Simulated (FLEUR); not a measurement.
# Au (Fm-3m) in FLEUR: further runs

Runs on Au. Level: AM05. Tasks: band structure, equation of state.

All numbers are computed with FLEUR MaX-R8.1 (later development tree); they aren't measurements. Logs are shortened: lines on timing, memory, paths and dates and some standing lists are left out, and cuts for length are marked.

**Measured values to compare with.**

“Exploring toroidal anvil profiles for larger sample volumes above 4 Mbar”, 2024, pmc:11102561 quotes, for a bulk crystal of Au: bulk modulus 167 GPa.

How close the calculation comes is told below.

## Step 1: The structure

The structure is cubic, space group Fm-3m (No. 225). Conventional cell: a = 4.070 Å, b = 4.070 Å, c = 4.070 Å, α = 90.00°, β = 90.00°, γ = 90.00°. Around Au (site symmetry m-3m) lie 12 Au at 2.88 Å.

## Step 2: Band structure, AM05

Contents of inp.xml:

```xml
<?xml version="1.0" encoding="UTF-8" standalone="no"?>
<fleurInput fleurInputVersion="0.39">
   <comment>
      Au                                                                                                  
   </comment>
   <calculationSetup>
      <cutoffs Kmax="4.1" Gmax="12.7" GmaxXC="12.7" numbands="0"/>
      <scfLoop itmax="60" minDistance="0.00001" maxIterBroyd="15" imix="Anderson" alpha="0.05" precondParam="0.0" spinf="2.0" sdNocoIR="T"/>
      <coreElectrons ctail="T" frcor="F" kcrel="0" coretail_lmax="0"/>
      <xcFunctional name="LibXC" relativisticCorrections="F">
         <LibXCName exchange="gga_x_am05" correlation="gga_c_am05"/>
      </xcFunctional>
      <magnetism jspins="1"/>
      <soc l_soc="F" theta="0.0" phi="0.0" spav="F"/>
      <expertModes spex="0" secvar="F"/>
      <geometryOptimization l_f="F" forcealpha="1.0" forcemix="BFGS" epsdisp="0.00001" epsforce="0.00001"/>
      <ldaU l_linMix="F" mixParam="0.05" spinf="1.0"/>
   </calculationSetup>
   <cell>
      <bzIntegration valenceElectrons="19.0" mode="hist" fermiSmearingEnergy="0.00183747">
         <kPointListSelection listName="default-1"/>
         <!-- k-points included here -->
         <xi:include xmlns:xi="http://www.w3.org/2001/XInclude" href="kpts.xml"> </xi:include>
      </bzIntegration>
      <!-- symmetry operations included here -->
      <xi:include xmlns:xi="http://www.w3.org/2001/XInclude" href="sym.xml"> </xi:include>
      <bulkLattice scale="1.0">
         <bravaisMatrix>
            <row-1>    0.0000000000000000     3.8455926635609998     3.8455926635609998</row-1>
            <row-2>    3.8455926635609998     0.0000000000000000     3.8455926635609998</row-2>
            <row-3>    3.8455926635609998     3.8455926635609998     0.0000000000000000</row-3>
         </bravaisMatrix>
      </bulkLattice>
   </cell>
   <atomSpecies>
      <species name="Gold (Au)" element="Au" atomicNumber="79">
         <mtSphere radius="2.52" gridPoints="833" logIncrement="0.016"/>
         <atomicCutoffs lmax="10" lnonsphr="8"/>
         <electronConfig flipSpins="F">
            <coreConfig>(1s1/2) (2s1/2) (2p1/2) (2p3/2) (3s1/2) (3p1/2) (3p3/2) (4s1/2) (3d3/2) (3d5/2) (4p1/2) (4p3/2) (4d3/2) (4d5/2) (4f5/2) (4f7/2)</coreConfig>
            <valenceConfig>(5s1/2) (5p1/2) (5p3/2) (6s1/2) (5d3/2) (5d5/2)</valenceConfig>
            <stateOccupation state="(6s1/2)" spinUp="0.500000" spinDown="0.500000"/>
         </electronConfig>
         <energyParameters s="6" p="6" d="5" f="5"/>
         <lo type="SCLO" l="0" n="5" eDeriv="0"/>
         <lo type="SCLO" l="1" n="5" eDeriv="0"/>
         <lo type="SCLO" l="1" n="5" eDeriv="1"/>
         <lo type="SCLO" l="2" n="5" eDeriv="2"/>
         <lo type="SCLO" l="3" n="5" eDeriv="2"/>
      </species>
   </atomSpecies>
   <atomGroups>
      <atomGroup species="Gold (Au)">
         <relPos label="                   1">.0000000000 .0000000000 .0000000000</relPos>
         <force calculate="T" relaxXYZ="TTT"/>
      </atomGroup>
   </atomGroups>
   <output dos="F" band="F" slice="F">
      <checks vchk="F" cdinf="F"/>
      <bandDOS minEnergy="-.5*Htr" maxEnergy="0.5*Htr" sigma="0.015" storeEVData="T"/>
      <vacuumDOS vacdos="F" integ="F" star="F" nstars="0" locx1="0.0" locy1="0.0" locx2="0.0" locy2="0.0" nstm="0" tworkf="0.0"/>
      <unfoldingBand unfoldBand="F" supercellX="1" supercellY="1" supercellZ="1"/>
      <plotting iplot="0" polar="F">
         <plot TwoD="T" vec1="  1.0  0.0  0.0" vec2="  0.0  1.0  0.0" vec3="  0.0  0.0  1.0" zero="  0.0  0.0  0.0" file="plot"/>
      </plotting>
      <chargeDensitySlicing numkpt="0" minEigenval="0.0" maxEigenval="0.0" nnne="0" pallst="F"/>
      <specialOutput eonly="F"/>
      <moessbauerParams electricFieldGradient="T" isomerShift="T" coreHyperfine="T" valenceHyperfine="T"/>
      <magneticCircularDichroism mcd="F" energyLo="-10.0" energyUp="0.0"/>
   </output>
  <!-- We include the file relax.xml here to enable relaxations (see documentation) -->
  <xi:include xmlns:xi="http://www.w3.org/2001/XInclude" href="relax.xml"> <xi:fallback/> </xi:include>
</fleurInput>
```

Contents of crystal.txt:

```
Au
&input cartesian=F /
0.0000000000  2.0350000000  2.0350000000
2.0350000000  0.0000000000  2.0350000000
2.0350000000  2.0350000000  0.0000000000
1.8897261246
1.0 1.0 1.0

1
79 0.0000000000  0.0000000000  0.0000000000

&kpt div1=11 div2=11 div3=11 gamma=T /
```

Contents of inp.xml (bands):

```
<?xml version="1.0" encoding="UTF-8" standalone="no"?>
<fleurInput fleurInputVersion="0.39">
   <comment>
      Au                                                                                                  
   </comment>
   <calculationSetup>
      <cutoffs Kmax="4.1" Gmax="12.7" GmaxXC="12.7" numbands="0"/>
      <scfLoop itmax="60" minDistance="0.00001" maxIterBroyd="15" imix="Anderson" alpha="0.05" precondParam="0.0" spinf="2.0" sdNocoIR="T"/>
      <coreElectrons ctail="T" frcor="F" kcrel="0" coretail_lmax="0"/>
      <xcFunctional name="LibXC" relativisticCorrections="F">
         <LibXCName exchange="gga_x_am05" correlation="gga_c_am05"/>
      </xcFunctional>
      <magnetism jspins="1"/>
      <soc l_soc="F" theta="0.0" phi="0.0" spav="F"/>
      <expertModes spex="0" secvar="F"/>
      <geometryOptimization l_f="F" forcealpha="1.0" forcemix="BFGS" epsdisp="0.00001" epsforce="0.00001"/>
      <ldaU l_linMix="F" mixParam="0.05" spinf="1.0"/>
   </calculationSetup>
   <cell>
      <bzIntegration valenceElectrons="19.0" mode="hist" fermiSmearingEnergy="0.00183747">
         <kPointListSelection listName="path-1"/>
         <!-- k-points included here -->
         <xi:include xmlns:xi="http://www.w3.org/2001/XInclude" href="kpts.xml"> </xi:include>
      </bzIntegration>
      <!-- symmetry operations included here -->
      <xi:include xmlns:xi="http://www.w3.org/2001/XInclude" href="sym.xml"> </xi:include>
      <bulkLattice scale="1.0">
         <bravaisMatrix>
            <row-1>    0.0000000000000000     3.8455926635609998     3.8455926635609998</row-1>
            <row-2>    3.8455926635609998     0.0000000000000000     3.8455926635609998</row-2>
            <row-3>    3.8455926635609998     3.8455926635609998     0.0000000000000000</row-3>
         </bravaisMatrix>
      </bulkLattice>
   </cell>
   <atomSpecies>
      <species name="Gold (Au)" element="Au" atomicNumber="79">
         <mtSphere radius="2.52" gridPoints="833" logIncrement="0.016"/>
         <atomicCutoffs lmax="10" lnonsphr="8"/>
         <electronConfig flipSpins="F">
            <coreConfig>(1s1/2) (2s1/2) (2p1/2) (2p3/2) (3s1/2) (3p1/2) (3p3/2) (4s1/2) (3d3/2) (3d5/2) (4p1/2) (4p3/2) (4d3/2) (4d5/2) (4f5/2) (4f7/2)</coreConfig>
            <valenceConfig>(5s1/2) (5p1/2) (5p3/2) (6s1/2) (5d3/2) (5d5/2)</valenceConfig>
            <stateOccupation state="(6s1/2)" spinUp="0.500000" spinDown="0.500000"/>
         </electronConfig>
         <energyParameters s="6" p="6" d="5" f="5"/>
         <lo type="SCLO" l="0" n="5" eDeriv="0"/>
         <lo type="SCLO" l="1" n="5" eDeriv="0"/>
         <lo type="SCLO" l="1" n="5" eDeriv="1"/>
         <lo type="SCLO" l="2" n="5" eDeriv="2"/>
         <lo type="SCLO" l="3" n="5" eDeriv="2"/>
      </species>
   </atomSpecies>
   <atomGroups>
      <atomGroup species="Gold (Au)">
         <relPos label="                   1">.0000000000 .0000000000 .0000000000</relPos>
         <force calculate="T" relaxXYZ="TTT"/>
      </atomGroup>
   </atomGroups>
   <output dos="F" band="T" slice="F">
      <checks vchk="F" cdinf="F"/>
      <bandDOS minEnergy="-.5*Htr" maxEnergy="0.5*Htr" sigma="0.015" storeEVData="T"/>
      <vacuumDOS vacdos="F" integ="F" star="F" nstars="0" locx1="0.0" locy1="0.0" locx2="0.0" locy2="0.0" nstm="0" tworkf="0.0"/>
      <unfoldingBand unfoldBand="F" supercellX="1" supercellY="1" supercellZ="1"/>
      <plotting iplot="0" polar="F">
         <plot TwoD="T" vec1="  1.0  0.0  0.0" vec2="  0.0  1.0  0.0" vec3="  0.0  0.0  1.0" zero="  0.0  0.0  0.0" file="plot"/>
      </plotting>
      <chargeDensitySlicing numkpt="0" minEigenval="0.0" maxEigenval="0.0" nnne="0" pallst="F"/>
      <specialOutput eonly="F"/>
      <moessbauerParams electricFieldGradient="T" isomerShift="T" coreHyperfine="T" valenceHyperfine="T"/>
      <magneticCircularDichroism mcd="F" energyLo="-10.0" energyUp="0.0"/>
   </output>
  <!-- We include the file relax.xml here to enable relaxations (see documentation) -->
  <xi:include xmlns:xi="http://www.w3.org/2001/XInclude" href="relax.xml"> <xi:fallback/> </xi:include>
</fleurInput>
```

Potentials or basis: all-electron, FLAPW.

The run is started by

```bash
$ inpgen -f crystal.txt -profile fastHighL
$ # inp.xml edited to the form shown
$ fleur_MPI
$ fleur_MPI   # second run, on inp.xml (bands)
```

The log of the run:

```text
Welcome to FLEUR        (www.flapw.de)
      MaX-Release 8.1          (www.max-centre.eu)
 func_ids         135         120         135         120
The functional 'Armiento & Mattsson 05' is an exchange functional, it belongs to the 'GGA' family and is defined in the reference(s):
[1] R. Armiento and A. E. Mattsson.,  Phys. Rev. B 72, 085108 (2005)
[2] A. E. Mattsson, R. Armiento, J. Paier, G. Kresse, J. M. Wills, and T. R. Mattsson.,  J. Chem. Phys. 128, 084714 (2008)
The functional 'Armiento & Mattsson 05' is a correlation functional, it belongs to the 'GGA' family and is defined in the reference(s):
[1] R. Armiento and A. E. Mattsson.,  Phys. Rev. B 72, 085108 (2005)
[2] A. E. Mattsson, R. Armiento, J. Paier, G. Kresse, J. M. Wills, and T. R. Mattsson.,  J. Chem. Phys. 128, 084714 (2008)
 Using same functional for VXC and EXC

 ========== k-point set info ==========
 Selected k-point list: default-1
 k-point list type: mesh
 11 x 11 x 11
 Number of k points: 56

 ------------Calculation Setup---------------------------
 Number of MPI-tasks      :            1
 Number of PE/node        :            1
 Number of OMP-threads    :            1
 Most efficient MPI parallelization for:
           1           2           4           7           8          14          28          56
 Additional eigenvalue parallelization possible
 Number of basis functions:          175
 Approximate size of matrices (H+S) per k-point:         0.000 GB
 --------------------------------------------------------
 Iteration:     1   Distance:      17.28019993 me/bohr^3
 Iteration:     2   Distance:      15.59446763 me/bohr^3
 Iteration:     3   Distance:       7.13082354 me/bohr^3
 Iteration:     4   Distance:       2.19811299 me/bohr^3
 Iteration:     5   Distance:       1.98953352 me/bohr^3
 Iteration:     6   Distance:       0.19453706 me/bohr^3
 Iteration:     7   Distance:       0.09269123 me/bohr^3
 Iteration:     8   Distance:       0.01590372 me/bohr^3
 Iteration:     9   Distance:       0.00145937 me/bohr^3
 Iteration:    10   Distance:       0.00164944 me/bohr^3
 Iteration:    11   Distance:       0.00009430 me/bohr^3
 Iteration:    12   Distance:       0.00015182 me/bohr^3
 Iteration:    13   Distance:       0.00000124 me/bohr^3

 ********************************************************************
 Run finished successfully
 Stop message:
   all done
 ********************************************************************
```

It took 12 s on 1 thread of Arm Neoverse V1, shared host; peak memory 0.07 GiB.

Results:

```
Free energy                                           : -518045.0788 eV
Band gap along the path                               : none (metal or under the smearing width)
Valence electrons inside the program's atomic spheres : Au 17.52 (radii Au 2.52 bohr)
```

Levels at the corners of the path, in eV from the Fermi level:
```
point  band 5  band 6  band 7  band 8  band 9  band 10  band 11  band 12  band 13  band 14
    Γ  -10.05   -4.74   -4.74   -4.74   -3.18    -3.18    14.37    18.47    18.47    18.47
    X   -7.19   -6.86   -1.99   -1.62   -1.62     0.92     5.86    10.00    10.00    17.23
    W   -6.06   -5.23   -5.23   -3.34   -1.61     4.77     6.31     6.31     9.45    22.56
    K   -6.56   -5.93   -3.89   -2.89   -2.08     3.86     4.67     7.47    12.64    17.55
    Γ  -10.05   -4.74   -4.74   -4.74   -3.18    -3.18    14.37    18.47    18.47    18.47
    L   -7.44   -4.78   -4.78   -1.95   -1.95    -1.10     3.14    13.82    17.17    17.17
    U   -6.56   -5.93   -3.89   -2.89   -2.08     3.86     4.67     7.47    12.64    17.55
    W   -6.06   -5.23   -5.23   -3.34   -1.61     4.77     6.31     6.31     9.45    22.56
    L   -7.44   -4.78   -4.78   -1.95   -1.95    -1.10     3.14    13.82    17.17    17.17
    K   -6.56   -5.93   -3.89   -2.89   -2.08     3.86     4.67     7.47    12.64    17.55
    U   -6.56   -5.93   -3.89   -2.89   -2.08     3.86     4.67     7.47    12.64    17.55
    X   -7.19   -6.86   -1.99   -1.62   -1.62     0.92     5.86    10.00    10.00    17.23
```

Core levels (eV from the Fermi level):
| atom | levels |
| --- | --- |
| 1 Au | 1s1/2 -80594.2, 2s1/2 -14208.1, 2p1/2 -13625.2, 2p3/2 -11791.5, 3s1/2 -3350.9, 3p1/2 -3089.0, 3p3/2 -2684.4, 4s1/2 -724.7, 3d3/2 -2249.5, 3d5/2 -2162.5, 4p1/2 -613.1, 4p3/2 -515.9, 4d3/2 -333.3, 4d5/2 -315.2, 4f5/2 -80.8, 4f7/2 -77.0 |

Caveat: spin-orbit coupling is left out, which moves the levels of the heavy elements.

## Step 3: Equation of state, AM05, 15.84 Å³/atom (volume scaled by 0.94)

Changes to inp.xml since step 2:

```diff
@@ -26,3 +26,3 @@
       <xi:include xmlns:xi="http://www.w3.org/2001/XInclude" href="sym.xml"> </xi:include>
-      <bulkLattice scale="1.0">
+      <bulkLattice scale="0.9795861087">
          <bravaisMatrix>
@@ -36,3 +36,3 @@
       <species name="Gold (Au)" element="Au" atomicNumber="79">
-         <mtSphere radius="2.52" gridPoints="833" logIncrement="0.016"/>
+         <mtSphere radius="2.47" gridPoints="833" logIncrement="0.016"/>
          <atomicCutoffs lmax="10" lnonsphr="8"/>
```

Potentials or basis: all-electron, FLAPW.

The run is started by

```bash
$ inpgen -f crystal.txt -profile fastHighL
$ # inp.xml edited to the form shown
$ fleur_MPI
```

It took 10 s on 1 thread of Arm Neoverse V1, shared host; peak memory 0.08 GiB.

Results (log left out):

```yaml
Free_energy: -518045.0320 eV
Band_gap_on_the_k_mesh: none (metal or under the smearing width)
Valence_electrons_inside_the_program's_atomic_spheres: Au 17.44 (radii Au 2.47 bohr)
```

## Step 4: Equation of state, AM05, 16.18 Å³/atom (volume scaled by 0.96)

Changes to inp.xml since step 3:

```diff
@@ -26,3 +26,3 @@
       <xi:include xmlns:xi="http://www.w3.org/2001/XInclude" href="sym.xml"> </xi:include>
-      <bulkLattice scale="0.9795861087">
+      <bulkLattice scale="0.9864848297">
          <bravaisMatrix>
```

The run is started by

```bash
$ inpgen -f crystal.txt -profile fastHighL
$ # inp.xml edited to the form shown
$ fleur_MPI
```

Run time: 10 s. Hardware: 1 thread of Arm Neoverse V1, shared host; peak memory 0.08 GiB.

The run converged. Its results:

```
Free energy                                           : -518045.0563 eV
Band gap on the k mesh                                : none (metal or under the smearing width)
Valence electrons inside the program's atomic spheres : Au 17.41 (radii Au 2.47 bohr)
```

## Step 5: Equation of state, AM05, 16.85 Å³/atom

Changes to inp.xml since step 4:

```diff
@@ -26,3 +26,3 @@
       <xi:include xmlns:xi="http://www.w3.org/2001/XInclude" href="sym.xml"> </xi:include>
-      <bulkLattice scale="0.9864848297">
+      <bulkLattice scale="1.0000000000">
          <bravaisMatrix>
```

The run is started by

```bash
$ inpgen -f crystal.txt -profile fastHighL
$ # inp.xml edited to the form shown
$ fleur_MPI
```

It took 11 s on 1 thread of Arm Neoverse V1, shared host; peak memory 0.09 GiB.

It converged, with:

```
Free energy                                           : -518045.0765 eV
Band gap on the k mesh                                : none (metal or under the smearing width)
Valence electrons inside the program's atomic spheres : Au 17.35 (radii Au 2.47 bohr)
```

## Step 6: Equation of state, AM05, 17.53 Å³/atom (volume scaled by 1.04)

Changes to inp.xml since step 5:

```diff
@@ -26,3 +26,3 @@
       <xi:include xmlns:xi="http://www.w3.org/2001/XInclude" href="sym.xml"> </xi:include>
-      <bulkLattice scale="1.0000000000">
+      <bulkLattice scale="1.0131594038">
          <bravaisMatrix>
```

Potentials or basis: all-electron, FLAPW.

The run is started by

```bash
$ inpgen -f crystal.txt -profile fastHighL
$ # inp.xml edited to the form shown
$ fleur_MPI
```

Wall time 11 s (1 thread of Arm Neoverse V1, shared host); peak memory 0.09 GiB.

It converged, with:

```
Free energy                                           : -518045.0667 eV
Band gap on the k mesh                                : none (metal or under the smearing width)
Valence electrons inside the program's atomic spheres : Au 17.31 (radii Au 2.47 bohr)
```

## Step 7: Equation of state, AM05, 17.87 Å³/atom (volume scaled by 1.06)

Changes to inp.xml since step 6:

```diff
@@ -26,3 +26,3 @@
       <xi:include xmlns:xi="http://www.w3.org/2001/XInclude" href="sym.xml"> </xi:include>
-      <bulkLattice scale="1.0131594038">
+      <bulkLattice scale="1.0196128224">
          <bravaisMatrix>
```

The run is started by

```bash
$ inpgen -f crystal.txt -profile fastHighL
$ # inp.xml edited to the form shown
$ fleur_MPI
```

It took 11 s on 1 thread of Arm Neoverse V1, shared host; peak memory 0.09 GiB.

Results (log left out):

* Free energy: -518045.0526 eV
* Band gap on the k mesh: none (metal or under the smearing width)
* Valence electrons inside the program's atomic spheres: Au 17.29 (radii Au 2.47 bohr)

## Step 8: Equation of state, AM05

No new run: the results of the series are fitted here.

What came out:

| Quantity | Value |
| --- | --- |
| Equilibrium volume | 16.94 Å³/atom |
| Bulk modulus | 174 GPa |
| Pressure derivative of the bulk modulus | 5.7 (rough: it moves with the points fitted) |

Energy against volume, from the lowest point:
| volume (Å³/atom) | energy (meV/atom) |
| --- | --- |
| 15.843 | 44.57 |
| 16.181 | 20.24 |
| 16.855 | 0.00 |
| 17.529 | 9.86 |
| 17.866 | 23.95 |

Spin-orbit coupling is left out, which matters for the levels of Au.

## Step 9: Comparison with measurements

Step 8. Against the measured bulk modulus of Au, 167 GPa (quoted in “Exploring toroidal anvil profiles for larger sample volumes above 4 Mbar”, 2024, pmc:11102561), the calculated 174 GPa is off by +3.9 %. The fit is for a static lattice scaled at fixed shape and fixed fractional positions.
